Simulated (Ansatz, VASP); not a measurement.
# Al35PtN36 (Pt_Al) in two plane-wave programs, part 2 of 2

One calculation is typed for both programs; each brings its own data sets. How far apart do they land? Of the first pair: The structure shown is the start of the Ansatz relaxation below; VASP solves that cell, so the two are compared at the walk's first step.

VASP 6.6.1 and Ansatz 0.2.0.

So far. Step 3 (VASP: single point, r2SCAN, start cell, pair 1): The run ends at a pressure of 1.03 GPa, with forces up to 4.2 eV/Å.

## 4. Side by side

Known differences besides the potentials themselves: VASP starts from the moments at which Ansatz ended; VASP keeps PBE cores, Ansatz makes them for the functional; fixed occupations in Ansatz, narrow Gaussian smearing in VASP; the cutoff is 500 eV in Ansatz and 580 eV in VASP (PREC = Accurate, projectors in real space). Total energies have different zeros and are not compared.

Forces on 7 of the 72 atoms, those with the largest forces and the largest differences (eV/Å; atoms numbered as in POSCAR):

| atom | Ansatz x, y, z | VASP x, y, z |
| --- | --- | --- |
| Al2 | -0.044, -2.033, 0.420 | -0.049, -2.042, 0.418 |
| Al5 | 0.044, 1.623, -1.264 | 0.045, 1.640, -1.274 |
| Al21 | -2.580, 1.425, -0.128 | -2.581, 1.431, -0.121 |
| N40 | -3.009, -0.292, -0.553 | -3.082, -0.324, -0.570 |
| N52 | 3.629, -1.499, -1.048 | 3.738, -1.548, -1.087 |
| N55 | 0.938, 0.019, 2.865 | 0.929, 0.010, 3.051 |
| N56 | 0.617, 3.655, -1.692 | 0.629, 3.777, -1.737 |

The forces differ by 21 meV/Å r.m.s., which is 2.2 % of the r.m.s. force of 0.930 eV/Å (both taken over all components). Moments aren't recorded for both runs of this pair, so they may hold unlike magnetic states. The cell carries a charge of +1 e against a uniform background, so its pressure also hangs on how the neutralising background is counted, and in a defect's cell a gap may be the spacing between its levels.

## 5. Ansatz: relaxation, r2SCAN

This run makes the geometry at which the two programs are then compared.

The structure compared here is the end of the Ansatz relaxation.

input.yaml reads:

```yaml
crystal:
  lattice:
    - [3.10652185, 3.0e-08, 0.0]
    - [-1.55326095, 2.69032682, 0.0]
    - [0.0, 0.0, 4.97823886]
  atoms:
    - { symbol: Al, position: [0.66666667, 0.33333333, 0.49920333] }
    - { symbol: Al, position: [0.33333333, 0.66666667, 0.99920333] }
    - { symbol: "N", position: [0.66666667, 0.33333333, 0.88079667] }
    - { symbol: "N", position: [0.33333333, 0.66666667, 0.38079667] }
  supercell: [3, 3, 2]
  defects: [{ substitution: { at: 33, symbol: Pt } }]
total_charge: 1
basis:
  ecutwfc: 500
  xc_grid: 2
hamiltonian:
  xc: r2scan
  pseudopotentials: { kind: paw, azcp: { folder: soft_1 } }
kpoints:
  mp_grid: { grid: [1, 1, 1], shift: [0.25, 0.25, 0.25] }
magnetization:
  spin_polarized: true
  initial_magnetization: 2
  spin_locking: { lock_magnetization: hard }
scf:
  occupations: { method: fixed }
  max_iter: 100
output:
  forces: true
  charged_corrections: { epsilon: [4.49, 4.49, 4.72], static_epsilon: [8.15, 8.15, 9.65] }
relax:
  f_tol: 0.02
  max_steps: 80
  random_displacement: { amplitude: 0.05, seed: 7480 }
checkpoint:
  write: "../qp1_M2.relax.run"
  compress: false
  write_wavefunctions: true
  write_every: 100000
```

Run with:

```bash
> ansatz run input.yaml --threads 4 --pin off --max-ram 7536MiB --backend cpu --events-out ev --progress --plain --runs-dir out
```

Numbers of over 12 decimals in the logs are rounded to 6 here.

Log:

```text
[...]
Crystal: 72 atoms, lattice volume = 748.907 Å³
Basis set: ecut = 500 eV, 18913 PW (Γ), exchange–correlation on 144×144×150 points (8 copies of the dense FFT grid, shifted against one another)
Bands: 224, of which v1, the nominal top of the filled ones, is band 151 counted from 1 (150 counted from 0)
Symmetry: 1 space group operations
k-points: 1
[...]
Starting moments: Σ|m| = 2 μB on 72 of 72 sites
[...]
- { symbol: N, position: [0.111341, 0.555630, 0.691279] }
[...]
- { symbol: Pt, position: [0.445730, 0.554624, 0.488707] }
[...]
- { symbol: Al, position: [0.889414, 0.777766, 0.249215] }
    - { symbol: Al, position: [0.783671, 0.892784, 0.501520] }
    - { symbol: N, position: [0.888784, 0.777753, 0.440302] }
    - { symbol: N, position: [0.779243, 0.889053, 0.189178] }
    - { symbol: Al, position: [0.889927, 0.778146, 0.750606] }
    - { symbol: Al, position: [0.779332, 0.889303, 0.999090] }
    - { symbol: N, position: [0.889351, 0.778035, 0.940291] }
    - { symbol: N, position: [0.778697, 0.888902, 0.691068] }
```

## 6. VASP: single point, r2SCAN, relaxed cell, pair 2

The same cell, functional and mesh now go to VASP, with its own data sets.

INCAR reads:

```
SYSTEM = Al35PtN36
PREC = Accurate
ENCUT = 580
EDIFF = 1E-06
NELM = 200
ISMEAR = 0
SIGMA = 0.01
LREAL = Auto
ALGO = Normal
METAGGA = R2SCAN
LASPH = .TRUE.
NELECT = 294
NBANDS = 200
ISPIN = 2
MAGMOM = 0 0 0 0 -0 0 0 0 0 -0 -0 0 -0 0 -0 0 -0 0 -0 -0 0 0 0 -0 -0 0 -0 -0 0 0 0 0 0 0 0 0 0 0 -0 0.2 0 0 -0 0 0 0 0 0.03 0 0 -0 0.21 0 -0 0.03 0.2 0 -0 -0 0 -0 0 -0 0.03 0 0 -0 0 0 0 -0 0.63
LMAXMIX = 4
LORBIT = 11
LWAVE = .FALSE.
LCHARG = .FALSE.
ISIF = 2
ISYM = 0
NUPDOWN = 2
GGA_COMPAT = .FALSE.
LMIXTAU = .TRUE.
NCORE = 2
```

POSCAR reads:

```
Al35PtN36
1.0
    9.3195655422      0.0000000883      0.0000000000
   -4.6597828476      8.0709804676      0.0000000000
    0.0000000000      0.0000000000      9.9564777200
Al N Pt
35 36 1
Direct
    0.2222788344      0.1105935695      0.2491955965
    0.1072819744      0.2163817696      0.5014795961
    0.2218614160      0.1100971897      0.7505785450
    0.1107260572      0.2206811503      0.9990964708
    0.2166658778      0.4414181398      0.2461469064
    0.1080118507      0.5578477697      0.5019277289
    0.2175246586      0.4417392711      0.7505977215
    0.1108658074      0.5562049535      0.9989715923
    0.2222324648      0.7777507856      0.2491457897
    0.1111142626      0.8887938209      0.4993608765
    0.2219481012      0.7780488326      0.7507119853
    0.1112752858      0.8887361698      0.0002192762
    0.5557397852      0.1107160159      0.2493371829
    0.4421431760      0.2154488141      0.5019906784
    0.5566494442      0.1113030678      0.7504971885
    0.4437401306      0.2205339174      0.9989600417
    0.5588969453      0.4410485628      0.2455517717
    0.5583430054      0.4417120625      0.7508662776
    0.4446875481      0.5553528352      0.0020871338
    0.5586308962      0.7834340551      0.2461198156
    0.4420929650      0.8920268945      0.5019399445
    0.5583253303      0.7825645599      0.7506429719
    0.4437718758      0.8891706626      0.9989777676
    0.8891260791      0.1109481906      0.2496219195
    0.7781430767      0.2218605008      0.4993006932
    0.8887000298      0.1113469032      0.7503970355
    0.7780003610      0.2220561277      0.0002813892
    0.8893154703      0.4442779906      0.2493714935
    0.7844088654      0.5577770990      0.5019616198
    0.8887597182      0.4434014068      0.7504605429
    0.7795137649      0.5562687954      0.9989769919
    0.8894137516      0.7777655966      0.2492145630
    0.7836712167      0.8927842223      0.5015204319
    0.8899274755      0.7781463159      0.7506062772
    0.7793315217      0.8893034930      0.9990901044
    0.2222143618      0.1111366816      0.4402789626
    0.1109981453      0.2207809234      0.1891682837
    0.2219514780      0.1106431054      0.9402818283
    0.1111444458      0.2213499641      0.6910326251
    0.1994871153      0.4331212269      0.4369162655
    0.1111403929      0.5559091240      0.1889425225
    0.2237839143      0.4451101858      0.9411747407
    0.1113406964      0.5556304586      0.6912785922
    0.2220636599      0.7779144519      0.4402639285
    0.1114247303      0.8885624844      0.1905994766
    0.2219986056      0.7780374592      0.9403227436
    0.1114193371      0.8885511817      0.6897932955
    0.5556237810      0.1107364746      0.4399343822
    0.4440817128      0.2204788353      0.1889020182
    0.5560553451      0.1113073454      0.9402045714
    0.4444524104      0.2212169327      0.6912912874
    0.5676835019      0.4320981654      0.4365543329
    0.4449750680      0.5550853129      0.1992851774
    0.5549677294      0.4451091749      0.9413331182
    0.4449896316      0.5551849120      0.6922793628
    0.5669261795      0.8006304067      0.4369675372
    0.4440744261      0.8889023512      0.1889597964
    0.5548905497      0.7762627361      0.9411807485
    0.4444302833      0.8887368343      0.6912902766
    0.8889837347      0.1110366649      0.4398385811
    0.7781547154      0.2218728308      0.1907574032
    0.8887094736      0.1113088537      0.9401812651
    0.7781401931      0.2218898124      0.6899455201
    0.8892646267      0.4444126779      0.4399557375
    0.7795297352      0.5559212770      0.1890009225
    0.8888018749      0.4439918923      0.9401918542
    0.7787963791      0.5555485190      0.6912723459
    0.8887844395      0.7777526891      0.4403020295
    0.7792427338      0.8890527044      0.1891782384
    0.8893511419      0.7780345641      0.9402911744
    0.7786966938      0.8889016426      0.6910683689
    0.4457302500      0.5546235384      0.4887069104
```

KPOINTS reads:

```
Points of the shifted mesh
1
Reciprocal
 0.2500000000  0.2500000000  0.2500000000 1
```

PAW data sets: Al, N and Pt (PBE family, release 64).

Run with:

```bash
> mpirun -np 8 vasp_std
```

Log:

```text
[banner, memory and clock lines left out]
running    8 mpi-ranks, on    1 nodes
[...]
[... a notice as in an earlier step ...]

 LDA part: xc-table for (None), standard interpolation
 POSCAR, INCAR and KPOINTS ok, starting setup
[...]
entering main loop
       N       E                     dE             d eps       ncg     rms          rms(c)
DAV:   1     0.116025355488E+04    0.11603E+04   -0.15161E+05   800   0.151E+03
DAV:   2    -0.746038568989E+03   -0.19063E+04   -0.18219E+04   992   0.303E+02
DAV:   3    -0.896807096163E+03   -0.15077E+03   -0.14947E+03   976   0.918E+01
DAV:   4    -0.899239580005E+03   -0.24325E+01   -0.24233E+01   960   0.122E+01
DAV:   5    -0.899286415633E+03   -0.46836E-01   -0.46779E-01   992   0.159E+00BRMIX: very serious problems
 the old and the new charge density differ
 old charge density:   295.00000 new  294.00000
    0.592E+01
DAV:   6    -0.766476023768E+03    0.13281E+03   -0.33004E+02   928   0.381E+01    0.395E+01
DAV:   7    -0.741726916514E+03    0.24749E+02   -0.35508E+01   912   0.178E+01    0.185E+01
DAV:   8    -0.734136187217E+03    0.75907E+01   -0.40810E+00   880   0.648E+00    0.122E+01
DAV:   9    -0.731680955679E+03    0.24552E+01   -0.14539E+00   904   0.350E+00    0.511E+00
[...]
DAV:  18    -0.737319853359E+03   -0.22476E-05   -0.97808E-06   896   0.857E-03    0.432E-03
DAV:  19    -0.737319854707E+03   -0.13483E-05   -0.18205E-06   600   0.383E-03    0.227E-03
DAV:  20    -0.737319855482E+03   -0.77448E-06   -0.51382E-07   496   0.214E-03
   1 F= -.73731986E+03 E0= -.73731986E+03  d E =-.292606E-29  mag=     2.0000
```

From OUTCAR (step 6):

```text
  FREE ENERGIE OF THE ION-ELECTRON SYSTEM (eV)
  ---------------------------------------------------
  free  energy   TOTEN  =      -737.3198554818 eV

  energy  without entropy=     -737.3198554818  energy(sigma->0) =     -737.31985548

 magnetization (x)
# of ion       s       p       d       tot
------------------------------------------
    1        0.000   0.000   0.000   0.000
    2        0.003   0.003   0.000   0.005
    3        0.000   0.000   0.000   0.000
    4        0.000   0.000   0.000   0.000
    5       -0.001  -0.001   0.000  -0.002
    6        0.001   0.002   0.000   0.002
    7        0.001   0.002   0.000   0.003
    8       -0.000   0.000   0.000   0.000
    9       -0.000   0.000   0.000   0.000
   10       -0.000  -0.000   0.000  -0.000
   11        0.000  -0.000   0.000   0.000
   12        0.000   0.000   0.000   0.000
   13       -0.000  -0.000   0.000  -0.000
[...]
--------------------------------------------------
tot          0.056   0.796   0.737   1.588
```

The run ends at a pressure of -0.63 GPa, with forces up to 0.11 eV/Å.

## 7. Side by side

What differs besides the data sets and the points named for the pairs above, as far as they apply: site moments are counted in spheres of each program's own size. Total energies have different zeros and are not compared.

Both answers:

| quantity | Ansatz | VASP | difference |
| --- | --- | --- | --- |
| total moment, fixed by the input (μB) | 2.00 | 2.00 | 0.00 |
| moment on Pt72 (μB) | 0.63 | 0.88 | -0.26 |
| moment on N52 (μB) | 0.21 | 0.20 | +0.01 |
| moment on N40 (μB) | 0.20 | 0.19 | +0.01 |
| moment on N56 (μB) | 0.20 | 0.19 | +0.01 |

At this near-relaxed geometry the largest component of a force difference is 108 meV/Å. The cell carries a charge of +1 e against a uniform background, so its pressure also hangs on how the neutralising background is counted, and in a defect's cell a gap may be the spacing between its levels.

## 8. What came out

| Item | Value |
| --- | --- |
| r.m.s. force difference (single point, r2SCAN, start cell, pair 1) | 2.2 % of the r.m.s. force |
| difference in moment on Pt72 (single point, r2SCAN, relaxed cell, pair 2) | -0.26 μB |
| r.m.s. force difference (single point, r2SCAN, relaxed cell, pair 2) | 11 meV/Å |

In words: The r.m.s. force difference is 11 meV/Å (single point, r2SCAN, relaxed cell, pair 2), within the 12 meV/Å picked in this series as the mark of a large difference. The data sets hold unlike numbers of valence electrons (302 in Ansatz and 294 in VASP), so part of the differences comes from the potentials. Such differences can come from data sets, numerical settings and the points named under the comparisons, not from the functional's error against experiment.

[Lines on the potential files, build, host, timing and source positions are cut from VASP's logs without a mark.]

[Logs are printed without paths, hosts, clocks, repeated set-up lines and the standing remarks that a program may print on its own settings, such as how far it seeks lower states.]

[Hosts, paths, dates, database ids (printed as entryN), source tags and the programs' standing remarks are cut or masked in the printed files.]
